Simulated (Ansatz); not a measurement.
Crystal: HfO2.

```xyz
6
Lattice="3.5580 0.0000 0.0000 0.0000 3.5580 0.0000 0.0000 0.0000 5.1719" Properties=species:S:1:pos:R:3 pbc="T T T"
Hf    0.0000    0.0000    0.0000
Hf    1.7790    1.7790    2.5859
O     0.0000    1.7790    1.0199
O     1.7790    0.0000    1.5660
O     1.7790    0.0000    4.1519
O     0.0000    1.7790    3.6059
```

Measurements of this composition are mostly on another form, of space group No. 14.

Below is the output of Ansatz 0.2.0 for this cell. Logs are shortened: lines on timing, memory, paths and dates and some standing lists are left out, and cuts for length are marked.

```text
Warning: RAYON_NUM_THREADS=2 ignored (pool sized by the plan → 2); use --threads N
scf.n_extra_bands = 15 over 38 filled bands (N_el = 76.0): the run solves 53 bands
Engine: ansatz 0.2.0, x86_64-unknown-linux-gnu
Pseudopotentials: kind: paw
Pseudopotential: Hf, paw, valence charge 26, recommended cutoff 420 eV (normal), Hf.paw.azcp
Pseudopotential: O, paw, valence charge 6, recommended cutoff 420 eV (normal), O.paw.azcp
Functional definition: PBEsol
  exchange = pbesol_x
  correlation = pbesol_c
Crystal: 6 atoms, lattice volume = 65.473 Å³
Basis set: ecut = 420 eV, 1277 PW (Γ), exchange–correlation on 48×48×72 points (8 copies of the dense FFT grid, shifted against one another)
Bands: 53, of which v1, the nominal top of the filled ones, is band 38 counted from 1 (37 counted from 0)
Symmetry: 16 space group operations
Space group: P42/nmc (ITA 137), of the structure as read, at distance tolerance 4.0e-5 Å
k-points: 45 of 320
Non-local potential: Hf, projectors of the file, l = 0: 3, l = 1: 2, l = 2: 2, l = 3: 3
Non-local potential: O, projectors of the file, l = 0: 2, l = 1: 2, l = 2: 1
PAW form: soft (Blöchl's): semilocal exchange-correlation on the pseudo side does not see the compensation charge
PAW frozen core: Hf, regenerated for the run's functional, and the local potential with it (the file was generated under x = pbe(κ = 0.804, μ = 0.2195149727645171), c = pbe(β = 0.06672455060314922))
[... 27 lines left out ...]
  E_nonlocal   = -2280.914829
  E_hartree    = 5311.450076
  E_xc         = -887.708962
  E_vxc        = -907.306506  (∫ρ·V_xc dr)
  E_paw        = -14223.418291  (= ΣΔE_a)
  E_vpaw       = 2700.265233  (= ΣTr[D̂ρ^β])
  E_aug_tail   = 0.010050  (compensation charges beyond the density's cutoff)
  E_ewald      = -11327.768996
  E_core_change = 2.643335  (= ΣΔE_core)
  E_smearing   = -0.000000  (= −TS)
  E_closure    = 0.000000  (closes the sum)
  Σ components = -33450.298839   (vs F -33450.298839, Δ=0.00e0)
--- Forces (eV/Å), atoms counted from 1 ---
  atom   1  Hf     0.00000000     0.00000000     0.00000000
  atom   2  Hf     0.00000000     0.00000000     0.00000000
  atom   3  O      0.00000000     0.00000000     0.09172017
  atom   4  O      0.00000000     0.00000000    -0.09172017
  atom   5  O      0.00000000     0.00000000    -0.09172017
  atom   6  O      0.00000000     0.00000000     0.09172017
  max |Σ_I F_I| component: 2.78e-17 eV/Å
--- Stress (GPa, compression-positive) ---
        2.111665       0.000000       0.000000
        0.000000       2.111665       0.000000
        0.000000       0.000000       1.400897
  P = ⅓ Tr σ = 1.8747 GPa (18.747 kbar)
--- Band table (eV; the first three rows and the last of 45) ---
  k-point 0: bands = ["-45.0290", "-45.0115", "-14.1318", "-13.7508", "-13.7508", "-13.6797", "-13.6341", "-13.6341", "-3.0007", "-1.3484", "-0.9821", "-0.4995", "5.0910", "5.0910", "5.0978", "5.1055", "5.1055", "5.1256", "5.1262", "5.1339", "5.1339", "5.1522", "5.1545", "5.1545", "5.1641", "5.3266", "9.6168", "10.2043", "10.4181", "10.4181", "12.3885", "12.3885", "13.7260", "13.7260", "14.3522", "14.9270", "14.9765", "14.9765", "19.6923", "19.7339", "20.9698", "21.2148", "21.4495", "22.6199", "24.1584", "24.1584", "25.9810", "25.9810", "26.4876", "28.7099", "28.7701", "29.7345", "30.4856"]
  k-point 1: bands = ["-45.0274", "-45.0132", "-14.0922", "-13.7398", "-13.7398", "-13.7269", "-13.6453", "-13.6453", "-2.8321", "-1.2708", "-1.2203", "-0.5715", "5.0927", "5.0927", "5.0976", "5.1070", "5.1070", "5.1281", "5.1325", "5.1325", "5.1408", "5.1490", "5.1496", "5.1522", "5.1522", "5.2984", "9.9792", "10.5272", "10.5272", "10.5977", "12.0197", "12.0197", "13.7229", "14.0219", "14.0219", "14.3271", "15.0016", "15.0016", "19.8522", "19.9123", "20.9781", "21.0429", "21.9423", "23.2274", "24.2178", "24.2178", "25.6847", "25.6847", "26.2492", "26.3330", "29.3665", "30.4535", "30.7949"]
  k-point 2: bands = ["-45.0230", "-45.0176", "-13.9852", "-13.8459", "-13.7110", "-13.7110", "-13.6744", "-13.6744", "-2.3759", "-1.7699", "-1.0605", "-0.7891", "5.0962", "5.0962", "5.1040", "5.1086", "5.1086", "5.1221", "5.1313", "5.1313", "5.1346", "5.1429", "5.1475", "5.1475", "5.1794", "5.2372", "10.8335", "10.8335", "10.9741", "11.4282", "11.4282", "11.6368", "12.3575", "13.0164", "14.3661", "14.3661", "15.0409", "15.0409", "20.1803", "20.4421", "20.6308", "20.8923", "22.9588", "24.3693", "24.4276", "24.4276", "24.4553", "25.1211", "25.1211", "25.5724", "29.2356", "29.8253", "31.4518"]
  k-point 44: bands = ["-45.0088", "-45.0088", "-14.0428", "-14.0428", "-13.9450", "-13.9450", "-13.7897", "-13.7897", "-1.0290", "-1.0290", "-0.9037", "-0.9037", "5.0827", "5.0827", "5.0991", "5.0991", "5.1083", "5.1083", "5.1099", "5.1099", "5.1130", "5.1130", "5.1551", "5.1551", "5.1696", "5.1696", "10.0716", "10.0716", "10.9503", "10.9503", "12.8209", "12.8209", "13.4420", "13.4420", "13.6178", "13.6178", "15.0068", "15.0068", "20.9790", "20.9790", "21.2958", "21.2958", "22.4280", "22.4280", "22.5466", "22.5466", "24.3618", "24.3618", "28.7759", "28.7759", "29.7215", "29.7215", "30.8225"]
```

Question: Write the input and the command behind it.

Answer: Band structure with PBEsol, no spin polarisation. The files as run (others can give the same):

input.yaml
```yaml
crystal:
  lattice:
    - [3.55801933, 0.0, 0.0]
    - [0.0, 3.55801933, 0.0]
    - [0.0, 0.0, 5.17186121]
  atoms:
    - { symbol: Hf, position: [0.0, 0.0, 0.0] }
    - { symbol: Hf, position: [0.5, 0.5, 0.5] }
    - { symbol: O, position: [0.0, 0.5, 0.19720788] }
    - { symbol: O, position: [0.5, 0.0, 0.30279212] }
    - { symbol: O, position: [0.5, 0.0, 0.80279212] }
    - { symbol: O, position: [0.0, 0.5, 0.69720788] }
hamiltonian:
  xc: pbesol
  pseudopotentials: { kind: paw }
kpoints:
  mp_grid: { grid: [8, 8, 5] }
  band_path:
    path:
      - [[0.0, 0.0, 0.0], [0.0, 0.5, 0.0], [0.5, 0.5, 0.0], [0.0, 0.0, 0.0], [0.0, 0.0, 0.5], [0.0, 0.5, 0.5], [0.5, 0.5, 0.5], [0.0, 0.0, 0.5]]
      - [[0.0, 0.5, 0.0], [0.0, 0.5, 0.5]]
      - [[0.5, 0.5, 0.0], [0.5, 0.5, 0.5]]
    npoints: 14
scf:
  occupations: { method: fermi_dirac, width: 0.05 }
  n_extra_bands: 15
output:
  forces: true
  stress: true
  eigenvalues: true
  fatbands: false
```

Potentials or basis: Ansatz PAW.
Command:
```console
$ ansatz run input.yaml --threads 2 --pin off --max-ram 5632MiB --backend cpu --events-out ev --progress --plain --runs-dir out
```

Caveat: the pressure holds a Pulay correction of +0.8 GPa for the finite cutoff; spin-orbit coupling is left out, which moves the levels of the heavy elements; the PAW data sets come from PBE, with cores solved anew for the run's functional, which leaves a small shift of forces and pressure.
